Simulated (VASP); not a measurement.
# Te2Mo: how numerical settings change the zone-centre modes

How far do the zone-centre frequencies of Te2Mo depend on the numerical settings? The starting structure is a measured crystal structure from the Crystallography Open Database.

Calculated with VASP 6.6.1; Kohn-Sham DFT with plane waves and PAW; LDA.

The database entry behind the starting cell has ideal inner coordinates that were not refined, so it need not match the best structure at ambient conditions.

### 1. Starting point

Symmetry: P6_3/mmc, No. 194, hexagonal system. The conventional cell has a = 3.519 Å, b = 3.519 Å, c = 13.964 Å, α = 90.00°, β = 90.00°, γ = 120.00°. Nearest to Te lie 3 Mo at 2.68 Å. Nearest to Mo lie 6 Te at 2.68 Å. Farther neighbours and most contacts between anions are not listed.

### 2. Reference modes

The cell comes from a relaxation at this level, not shown (143.94 Å³).

The input, INCAR:

```
SYSTEM = Te2Mo
PREC = Accurate
ENCUT = 450
EDIFF = 1E-08
NELM = 100
ISMEAR = 0
SIGMA = 0.03
LREAL = .FALSE.
ALGO = Normal
GGA = CA
NBANDS = 32
LORBIT = 11
LWAVE = .FALSE.
LCHARG = .FALSE.
KPAR = 4
IBRION = 8
LEPSILON = .TRUE.
ISIF = 2
```

The input, POSCAR:

```
Te2Mo
1.0
    3.4743468299      0.0000000000      0.0000000000
   -1.7371734149      3.0088726162      0.0000000000
    0.0000000000      0.0000000000     13.7688524040
Te Mo
4 2
Direct
    0.6666666667      0.3333333333      0.3806722167
    0.3333333333      0.6666666667      0.8806722167
    0.6666666667      0.3333333333      0.1193277833
    0.3333333333      0.6666666667      0.6193277833
    0.6666666667      0.3333333333      0.7500000000
    0.3333333333      0.6666666667      0.2500000000
```

The input, KPOINTS:

```
Automatic mesh
0
Gamma
8 8 2
0 0 0
```

The projector-augmented-wave data sets are Te and Mo_sv (LDA family, release 64).

Launch:

```console
> mpirun -np 4 vasp_std
```

Log:

```text
[banner, memory and clock lines left out]
running    4 mpi-ranks, on    1 nodes
 distrk:  each k-point on    1 cores,    4 groups
 distr:  one band on    1 cores,    1 groups

 POSCAR found type information on POSCAR TeMo
 POSCAR found :  2 types and       6 ions
 LDA part: xc-table for (Slater(with rela. corr.)+CA(PZ))
 , standard interpolation
 POSCAR, INCAR and KPOINTS ok, starting setup
 FFT: planning ... GRIDC
 FFT: planning ... GRID_SOFT
 FFT: planning ... GRID
 WAVECAR not read
 entering main loop
       N       E                     dE             d eps       ncg     rms          rms(c)
DAV:   1     0.387795446239E+03    0.38780E+03   -0.25335E+04  1496   0.131E+03
DAV:   2    -0.190254065658E+02   -0.40682E+03   -0.39744E+03  1544   0.339E+02
DAV:   3    -0.420501076973E+02   -0.23025E+02   -0.22634E+02  1624   0.675E+01
DAV:   4    -0.426095125703E+02   -0.55940E+00   -0.55797E+00  1504   0.108E+01
DAV:   5    -0.426262295870E+02   -0.16717E-01   -0.16713E-01  1728   0.183E+00    0.235E+01
DAV:   6    -0.417143366269E+02    0.91189E+00   -0.69826E+00  1536   0.146E+01    0.896E+00
DAV:   7    -0.416412746229E+02    0.73062E-01   -0.62574E+00  1400   0.112E+01    0.632E+00
DAV:   8    -0.412667629868E+02    0.37451E+00   -0.14281E+00  1464   0.599E+00    0.294E+00
DAV:   9    -0.412700197407E+02   -0.32568E-02   -0.19900E-01  1664   0.207E+00    0.128E+00
DAV:  10    -0.412620028714E+02    0.80169E-02   -0.48310E-02  1552   0.125E+00    0.317E-01
DAV:  11    -0.412621282142E+02   -0.12534E-03   -0.25681E-03  1600   0.247E-01    0.270E-01
DAV:  12    -0.412621100593E+02    0.18155E-04   -0.33478E-04  1536   0.809E-02    0.169E-01
DAV:  13    -0.412620550351E+02    0.55024E-04   -0.13935E-04  1600   0.692E-02    0.873E-02
DAV:  14    -0.412620502730E+02    0.47621E-05   -0.17252E-05  1624   0.169E-02    0.461E-02
DAV:  15    -0.412620499344E+02    0.33869E-06   -0.74908E-07  1528   0.443E-03    0.287E-02
DAV:  16    -0.412620490496E+02    0.88471E-06   -0.17764E-06  1592   0.698E-03    0.152E-02
DAV:  17    -0.412620488728E+02    0.17681E-06   -0.65164E-07  1584   0.370E-03    0.272E-03
DAV:  18    -0.412620488547E+02    0.18171E-07   -0.50787E-08  1416   0.102E-03    0.173E-03
DAV:  19    -0.412620488492E+02    0.54606E-08   -0.23566E-08  1032   0.820E-04
   1 F= -.41262049E+02 E0= -.41262049E+02  d E =-.253821E-51
 Linear response reoptimize wavefunctions to high precision
DAV:   1    -0.412620488490E+02    0.25193E-09   -0.47086E-09   944   0.293E-04
DAV:   2    -0.412620488491E+02   -0.11823E-09   -0.60723E-10   816   0.112E-04
DAV:   3    -0.412620488490E+02    0.84583E-10   -0.15007E-10   800   0.501E-05
 Linear response G [H, r] |phi>, progress :
  Direction:   1
       N       E                     dE             d eps       ncg     rms
RMM:   1    -0.293985635325E+03   -0.29399E+03   -0.36884E+01  2218   0.292E+02
RMM:   2    -0.271576580475E+03    0.22409E+02   -0.14008E+02  2016   0.473E+01
RMM:   3    -0.273621876947E+03   -0.20453E+01   -0.14317E+01  2361   0.129E+01
RMM:   4    -0.273783248873E+03   -0.16137E+00   -0.12793E+00  2417   0.336E+00
RMM:   5    -0.273799225761E+03   -0.15977E-01   -0.13405E-01  2562   0.103E+00
RMM:   6    -0.273801224262E+03   -0.19985E-02   -0.14701E-02  2610   0.344E-01
RMM:   7    -0.273801411076E+03   -0.18681E-03   -0.29633E-03  2666   0.797E-02
RMM:   8    -0.273801440323E+03   -0.29247E-04   -0.60334E-04  2665   0.268E-02
RMM:   9    -0.273801444846E+03   -0.45226E-05   -0.24708E-04  2723   0.115E-02
RMM:  10    -0.273801446623E+03   -0.17772E-05    0.10794E-04  2555   0.595E-03
RMM:  11    -0.273801446152E+03    0.47090E-06   -0.95134E-05  2482   0.400E-03
RMM:  12    -0.273801446333E+03   -0.18134E-06   -0.13344E-04  2383   0.327E-03
RMM:  13    -0.273801446588E+03   -0.25484E-06   -0.36456E-05  2160   0.296E-03
RMM:  14    -0.273801446714E+03   -0.12590E-06    0.25156E-05  1908   0.283E-03
RMM:  15    -0.273801446678E+03    0.36286E-07   -0.17336E-06  1729   0.278E-03
RMM:  16    -0.273801446792E+03   -0.11391E-06    0.17695E-05  1639   0.275E-03
 Linear response G [H, r] |phi>, progress :
  Direction:   2
       N       E                     dE             d eps       ncg     rms
RMM:   1    -0.296788153373E+03   -0.29679E+03   -0.18174E+02  2222   0.293E+02
RMM:   2    -0.287963127835E+03    0.88250E+01   -0.15734E+02  2041   0.474E+01
RMM:   3    -0.290211845364E+03   -0.22487E+01   -0.14612E+01  2335   0.126E+01
RMM:   4    -0.290392718266E+03   -0.18087E+00   -0.16456E+00  2433   0.329E+00
RMM:   5    -0.290396416561E+03   -0.36983E-02   -0.13904E-01  2585   0.101E+00
RMM:   6    -0.290398392820E+03   -0.19763E-02   -0.19514E-02  2622   0.344E-01
RMM:   7    -0.290398514232E+03   -0.12141E-03   -0.27869E-03  2673   0.759E-02
RMM:   8    -0.290398536609E+03   -0.22377E-04    0.10776E-03  2721   0.253E-02
RMM:   9    -0.290398539330E+03   -0.27212E-05   -0.77746E-05  2694   0.105E-02
RMM:  10    -0.290398541156E+03   -0.18257E-05   -0.84262E-04  2550   0.550E-03
RMM:  11    -0.290398541252E+03   -0.96316E-07   -0.22169E-04  2455   0.376E-03
RMM:  12    -0.290398540984E+03    0.26799E-06   -0.14630E-04  2344   0.311E-03
RMM:  13    -0.290398541102E+03   -0.11787E-06    0.92390E-05  2098   0.287E-03
RMM:  14    -0.290398540941E+03    0.16146E-06   -0.10856E-04  1939   0.278E-03
[...]
RMM:   4    -0.816498983649E-01    0.30342E-04   -0.21164E-04  2025   0.552E-02    0.105E-01
RMM:   5    -0.816587379911E-01   -0.88396E-05   -0.13347E-04  1955   0.491E-02    0.777E-02
RMM:   6    -0.816423036762E-01    0.16434E-04   -0.65709E-05  1973   0.380E-02    0.753E-03
RMM:   7    -0.816436494201E-01   -0.13457E-05   -0.99918E-06  2237   0.122E-02    0.820E-03
RMM:   8    -0.816433890545E-01    0.26037E-06   -0.35706E-07  2230   0.379E-03    0.659E-03
RMM:   9    -0.816440908968E-01   -0.70184E-06   -0.77678E-07  2140   0.298E-03    0.211E-03
RMM:  10    -0.816437126768E-01    0.37822E-06    0.35537E-07  2057   0.138E-03    0.368E-04
RMM:  11    -0.816437745094E-01   -0.61833E-07   -0.51645E-08  2412   0.408E-04    0.274E-04
RMM:  12    -0.816438438310E-01   -0.69322E-07    0.16513E-07  2225   0.163E-04    0.149E-04
RMM:  13    -0.816438960936E-01   -0.52263E-07    0.19922E-07  2334   0.104E-04    0.726E-05
RMM:  14    -0.816438528535E-01    0.43240E-07    0.23978E-07  2220   0.637E-05    0.141E-05
RMM:  15    -0.816438363078E-01    0.16546E-07    0.17349E-07  2567   0.403E-05    0.196E-05
RMM:  16    -0.816438312776E-01    0.50303E-08    0.26368E-07  2229   0.326E-05    0.296E-06
RMM:  17    -0.816438815731E-01   -0.50296E-07    0.19119E-07  2239   0.272E-05    0.196E-06
RMM:  18    -0.816438455629E-01    0.36010E-07    0.26351E-07  1527   0.255E-05    0.171E-06
RMM:  19    -0.816438570971E-01   -0.11534E-07    0.18641E-07  1041   0.252E-05    0.923E-07
RMM:  20    -0.816438490556E-01    0.80415E-08    0.25515E-07  1006   0.252E-05    0.977E-07
RMM:  21    -0.816438542318E-01   -0.51762E-08    0.22195E-07   916   0.251E-05    0.781E-07
RMM:  22    -0.816438182764E-01    0.35955E-07    0.25687E-07   874   0.252E-05    0.811E-07
RMM:  23    -0.816438433380E-01   -0.25062E-07    0.19614E-07   821   0.251E-05    0.853E-07
 first order change of Fermi-energy  -0.41391E+00
 force on displaced ion       1 direction 3 :  -0.000   0.000 -12.944
 Born effective charge ion    1 direction 3 :  -0.000   0.000   0.932
 Linear response progress:
  Degree of freedom:   3/  4
       N       E                     dE             d eps       ncg     rms          rms(c)
RMM:   1    -0.856870752808E+00   -0.85687E+00    0.33799E-01  4722   0.199E+01
RMM:   2    -0.681299875959E+00    0.17557E+00   -0.30311E-01  6136   0.285E+00    0.130E-01
RMM:   3    -0.687720687650E+00   -0.64208E-02   -0.21775E-02  8117   0.647E-01    0.682E-02
RMM:   4    -0.687344895823E+00    0.37579E-03   -0.67180E-04  9215   0.115E-01    0.345E-02
RMM:   5    -0.687176685750E+00    0.16821E-03   -0.75572E-05  8994   0.320E-02    0.505E-03
RMM:   6    -0.687204217212E+00   -0.27531E-04   -0.49383E-05  9448   0.115E-02    0.143E-03
RMM:   7    -0.687223005473E+00   -0.18788E-04   -0.32511E-05  9356   0.499E-03    0.592E-04
RMM:   8    -0.687228882304E+00   -0.58768E-05   -0.17207E-05  9348   0.236E-03    0.376E-04
RMM:   9    -0.687232133418E+00   -0.32511E-05   -0.86736E-06  8992   0.132E-03    0.139E-04
RMM:  10    -0.687232286044E+00   -0.15263E-06   -0.49013E-06  9768   0.727E-04    0.695E-05
RMM:  11    -0.687232608065E+00   -0.32202E-06   -0.26858E-06  9543   0.420E-04    0.598E-05
RMM:  12    -0.687233431778E+00   -0.82371E-06   -0.15857E-06  8668   0.313E-04    0.135E-05
RMM:  13    -0.687233392493E+00    0.39285E-07   -0.68549E-07  9684   0.181E-04    0.114E-05
RMM:  14    -0.687233455166E+00   -0.62673E-07   -0.54320E-07  9745   0.125E-04    0.697E-06
RMM:  15    -0.687233470770E+00   -0.15604E-07   -0.26369E-07  9616   0.940E-05    0.470E-06
RMM:  16    -0.687233529961E+00   -0.59190E-07   -0.21493E-07  9293   0.757E-05    0.308E-06
RMM:  17    -0.687233593190E+00   -0.63230E-07   -0.10709E-07  9006   0.660E-05    0.233E-06
RMM:  18    -0.687233596653E+00   -0.34627E-08   -0.77919E-08  7801   0.564E-05    0.183E-06
 first order change of Fermi-energy  -0.24841E+00
 force on displaced ion       5 direction 1 : -14.706   0.003   0.000
 Born effective charge ion    5 direction 1 :  -3.304  -0.000   0.000
 Linear response progress:
  Degree of freedom:   4/  4
       N       E                     dE             d eps       ncg     rms          rms(c)
RMM:   1    -0.992777201914E+00   -0.99278E+00    0.73768E-01  1452   0.204E+01
RMM:   2    -0.818556717755E+00    0.17422E+00   -0.30487E-01  1832   0.264E+00    0.153E-01
RMM:   3    -0.824788211279E+00   -0.62315E-02   -0.20901E-02  2131   0.594E-01    0.800E-02
RMM:   4    -0.824229517566E+00    0.55869E-03   -0.65122E-04  2390   0.105E-01    0.413E-02
RMM:   5    -0.823971436319E+00    0.25808E-03    0.52545E-05  2531   0.296E-02    0.145E-02
RMM:   6    -0.823945344820E+00    0.26091E-04   -0.11017E-04  2432   0.109E-02    0.401E-03
RMM:   7    -0.823958879951E+00   -0.13535E-04    0.56434E-06  2405   0.457E-03    0.189E-03
RMM:   8    -0.823966079151E+00   -0.71992E-05   -0.68228E-06  2471   0.218E-03    0.123E-03
RMM:   9    -0.823972479193E+00   -0.64000E-05   -0.30105E-06  2510   0.132E-03    0.479E-04
RMM:  10    -0.823968513685E+00    0.39655E-05   -0.42884E-06  2362   0.721E-04    0.203E-04
RMM:  11    -0.823967980533E+00    0.53315E-06   -0.17400E-06  2656   0.323E-04    0.785E-05
RMM:  12    -0.823968038409E+00   -0.57876E-07   -0.32123E-07  2621   0.183E-04    0.352E-05
RMM:  13    -0.823968260213E+00   -0.22180E-06   -0.39646E-07  2516   0.134E-04    0.222E-05
RMM:  14    -0.823968242278E+00    0.17935E-07   -0.18128E-07  2670   0.104E-04    0.605E-06
RMM:  15    -0.823968193986E+00    0.48292E-07   -0.43568E-07  2458   0.932E-05    0.656E-06
RMM:  16    -0.823968230073E+00   -0.36087E-07   -0.19367E-07  2540   0.849E-05    0.252E-06
RMM:  17    -0.823968172683E+00    0.57390E-07   -0.17315E-07  2137   0.813E-05    0.130E-06
RMM:  18    -0.823968204754E+00   -0.32070E-07   -0.20628E-07  1679   0.796E-05    0.163E-06
RMM:  19    -0.823968219995E+00   -0.15241E-07   -0.10080E-07  1733   0.789E-05    0.122E-06
RMM:  20    -0.823968183877E+00    0.36118E-07   -0.14620E-07  1252   0.781E-05    0.126E-06
RMM:  21    -0.823968202307E+00   -0.18430E-07   -0.47227E-08  1195   0.778E-05    0.104E-06
RMM:  22    -0.823968174334E+00    0.27973E-07   -0.11810E-07  1133   0.776E-05    0.970E-07
RMM:  23    -0.823968180554E+00   -0.62205E-08   -0.41004E-08  1099   0.775E-05    0.105E-06
 first order change of Fermi-energy   0.28839E-01
 force on displaced ion       5 direction 3 :   0.000  -0.000 -22.082
 Born effective charge ion    5 direction 3 :   0.000  -0.000  -1.902
 Born effective charges drift removed
 Linear response finished
```

Run time: 5.9 min. Hardware: 4 MPI ranks of AMD EPYC 9R45, shared host; peak memory 2.6 GiB.

Lines that name or quote the potential files are left out of all logs, and their timing lines are given in words.

(Part 1 of 3 ends here.)

[Lines on the potential files, build, host, timing and source positions are cut from VASP's logs without a mark.]

[Logs are printed without paths, hosts, clocks, repeated set-up lines and the standing remarks that a program may print on its own settings, such as how far it seeks lower states.]

[Hosts, paths, dates, database ids (printed as entryN), source tags and the programs' standing remarks are cut or masked in the printed files.]
